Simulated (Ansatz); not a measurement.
## Ni under changes of volume

One of the cells (10.597 Å³/atom); the others are scaled copies at fixed shape and fractional positions:

```
CELL_PARAMETERS angstrom
-1.38372 1.38372 1.38372
1.38372 -1.38372 1.38372
1.38372 1.38372 -1.38372
ATOMIC_POSITIONS crystal
Ni 0.00000 0.00000 0.00000
```

This isn't the form of Ni at room conditions, which is fcc.

| Property | Result |
| --- | --- |
| Program | Ansatz 0.2.0 |
| Functional | r2SCAN |
| Potentials or basis | Ansatz PAW |
| Cutoff | 500 eV (not typed: the program's choice for these potentials) |
| k mesh | 13 × 13 × 13 |
| Occupations | fermi-dirac, width 0.05 eV |
| Spin | collinear spin, ferromagnetic start |
| Starting moments | [1.0] μB |

| volume (Å³/atom) | energy over the lowest point (meV/atom) | pressure (GPa) | moment (μB per cell) |
| --- | --- | --- | --- |
| 9.962 | 27.67 | 15.2 | 0.64 |
| 10.174 | 11.49 | 9.4 | 0.65 |
| 10.385 | 2.54 | 4.3 | 0.65 |
| 10.597 | 0.00 | -0.3 | 0.65 |
| 10.809 | 3.20 | -4.4 | 0.65 |
| 11.021 | ? | ? | ? |
| 11.233 | 24.33 | -11.2 | 0.66 |

Task: What does the run at 11.021 Å³/atom give?

Result: Energy over the lowest point 11.50 meV/atom; pressure -8.0 GPa; moment 0.65 μB per cell.

Worked out: A Birch-Murnaghan fit of order 3 (a polynomial in V^(-2/3)) to the other rows has its minimum at 10.58 Å³/atom with B0 = V·E''(V) = 218 GPa and B' = 4.8. It gives 11.49 meV/atom at 11.021 Å³/atom, against the run's 11.50, and -dE/dV = -8.1 GPa, against -8.0. A straight line through the other rows of the moment, of slope 0.0121 μB per Å³/atom, gives 0.66 μB, against the run's 0.65.

Energies are extrapolated to zero smearing.

Caveats: the magnetic or orbital state may not be the lowest; the PAW data sets come from PBE, with cores solved anew for the run's functional, which leaves a small shift of forces and pressure.
